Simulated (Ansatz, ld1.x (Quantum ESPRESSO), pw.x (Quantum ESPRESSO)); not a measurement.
lanthanum (La): does the TM potential hold in the solid?

```
Element                 : lanthanum
Generator               : ld1.x (Quantum ESPRESSO) 7.5
Type                    : norm-conserving Troullier–Martins (Kleinman–Bylander form)
Functional              : PBE
Relativity              : scalar-relativistic
Frozen core             : [Xe]
Valence charge          : 3
Reference configuration : 4f0 5d1 6s2 6p0
Partial waves           : 6s (bound): rc 3.40 bohr; 6p (bound, empty): rc 4.20 bohr; 5d (bound): rc 3.85 bohr; 4f (bound, empty): rc 1.40 bohr
Local potential         : all-electron potential smoothed inside 3.50 bohr (lloc = -2)
Core correction         : none
```

Crystal test: fcc La in pw.x 7.5, no spin, 11³ k-points, Fermi–Dirac smearing 0.01 Ry, cutoffs 35/140 Ry. The reference is all-electron LAPW (Ansatz 0.2.0) with the same functional, mesh and smearing; V0 and B0 come from Birch–Murnaghan fits to the pressures at five volumes. Errors are pseudo minus all-electron; Δ is the rms difference of the E(V) curves that follow from these fits, minima aligned, over ±6 % about the mean V0. Mesh and smearing are coarse, so the numbers serve the comparison and aren't converged zero-temperature values; the lattice is a test structure that the element need not adopt.

| V (Å³/atom) | P all-electron (GPa) | P pseudo (GPa) |
| --- | --- | --- |
| 35.141 | 1.54 | 3.54 |
| 36.065 | 0.81 | 2.73 |
| 36.990 | 0.14 | 1.98 |
| 37.915 | -0.46 | 1.28 |
| 38.840 | -1.01 | 0.64 |

All-electron: a0 = 5.299 Å (V0 = 37.20 Å³/atom), B0 = 25.0 GPa.

Pseudopotential: mean pressure error (GPa): +1.83. The pressure does not cross zero within the volumes sampled, so no fit is given. The largest radius (4.20 bohr) exceeds half the bond length (3.53 bohr), so the spheres overlap, which is one possible source of error among others. This is a poor potential for the solid. Atomic configuration tests: 2 of 7 tests not solved or not reliable. The logarithmic derivative shows an extra or strongly shifted pseudo pole above the reference energy (s near 0.83 Ry, p near 1.77 Ry).

**Question.** At the middle volume, how do free energy and pressure move when the wave cutoff is lowered (ecutrho kept at four times it)?

**Answer.**

| cutoff (Ry) | shift of F (meV/atom) | shift of P (GPa) |
| --- | --- | --- |
| 16 | +2.9 | +0.04 |
| 21 | +1.9 | +0.03 |
| 28 | +0.9 | +0.02 |

The run at the middle volume (56 k-points, 7 iterations) took about 5.8 s on one core of a shared host (Neoverse-V1, 32 threads, 247 GiB, load 15).
